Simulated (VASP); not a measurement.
## GaP in VASP 6.6.1, single-point calculation

INCAR

```
IBRION = -1
SIGMA = 0.02
NBANDS = 21
LCHARG = .FALSE.
LWAVE = .FALSE.
LASPH = .TRUE.
NELM = 99
ISMEAR = -1
METAGGA = M06L
NSW = 0
PREC = Accurate
EDIFF = 1E-7
ENCUT = 520
LREAL = .FALSE.
ISIF = 2
```

KPOINTS

```
KPOINTS created by Atomic Simulation Environment
0
Gamma
5 5 5
0 0 0
```

POSCAR

```
Ga P
 1.0000000000000000
     0.0000000000000000    2.7253992946999999    2.7253992946999999
     2.6436373157999999    0.0000000000000000    2.7253992946999999
     2.6436373157999999    2.7253992946999999    0.0000000000000000
 Ga  P
   1   1
Cartesian
  0.0000000000000000  0.0000000000000000  0.0000000000000000
  1.3218186579000000  1.3626996473499999  1.3626996473499999
```

The recommended PBE PAW datasets give the neutral cell 18 valence electrons.

Command

```
mpirun -np 1 vasp_std
```

OSZICAR

```
N       E                     dE             d eps       ncg     rms          rms(c)
DAV:   1    -0.213705336511E+11   -0.21371E+11   -0.19078E+11  1512   0.122E+09
DAV:   2    -0.300591760744E+11   -0.86886E+10   -0.82492E+10  1224   0.699E+09
DAV:   3    -0.302842254725E+11   -0.22505E+09   -0.21548E+09  1236   0.154E+09
DAV:   4    -0.302892483808E+11   -0.50229E+07   -0.49676E+07   947   0.168E+08
DAV:   5    -0.302897054888E+11   -0.45711E+06   -0.44839E+06  1388   0.771E+07    0.174E+02
DAV:   6     0.958074547454E+02    0.30290E+11   -0.74082E+04  1512   0.882E+02    0.808E+01
DAV:   7    -0.972822691275E+04   -0.98240E+04   -0.72424E+04  1512   0.357E+02    0.122E+02
DAV:   8    -0.803699933050E+02    0.96479E+04   -0.47115E+04  1112   0.104E+03    0.177E+02
DAV:   9    -0.387750397097E+06   -0.38767E+06   -0.34561E+06  1352   0.333E+03    0.126E+02
DAV:  10     0.130937581812E+02    0.38776E+06   -0.58203E+04  1200   0.126E+03    0.180E+02
...
DAV:  91     0.260796847325E+03    0.19962E+07   -0.51212E+04  1145   0.119E+03    0.136E+02
DAV:  92    -0.491899325451E+04   -0.51798E+04   -0.43600E+04  1512   0.310E+02    0.136E+02
DAV:  93     0.520894667344E+02    0.49711E+04   -0.36314E+04   945   0.117E+03    0.209E+02
DAV:  94    -0.120364050694E+05   -0.12088E+05   -0.11183E+05  1462   0.305E+02    0.145E+02
DAV:  95     0.167422914236E+03    0.12204E+05   -0.45540E+04  1109   0.113E+03    0.289E+02
DAV:  96    -0.129331900713E+05   -0.13101E+05   -0.11838E+05  1432   0.345E+02    0.147E+02
DAV:  97     0.190581737153E+03    0.13124E+05   -0.44893E+04  1118   0.118E+03    0.266E+02
DAV:  98    -0.207712514334E+04   -0.22677E+04   -0.11003E+04  1443   0.331E+02    0.914E+01
DAV:  99    -0.473535345189E+02    0.20298E+04   -0.22240E+04   796   0.951E+02
   1 F= -.47353535E+02 E0= -.47353001E+02  d E =-.106785E-02
```

Standard output (part)

```
POSCAR found type information on POSCAR GaP
 POSCAR found :  2 types and       2 ions
 LDA part: xc-table for (None), standard interpolation
 POSCAR, INCAR and KPOINTS ok, starting setup
 WAVECAR not read
 entering main loop
|     The electronic self-consistency was not achieved in the given           |
|     number of steps (NELM). The forces and other quantities evaluated       |
|     might not be reliable so examine the results carefully. If you find     |
|     spurious results, we suggest increasing NELM, if you were close to      |
|     convergence or switching to a different ALGO or adjusting the           |
|     density mixing parameters otherwise.                                    |
```

It didn't converge.

The run took about 6.6 min on one core of a shared host (Intel Xeon Platinum 8488C) and held 0.17 GiB at most.
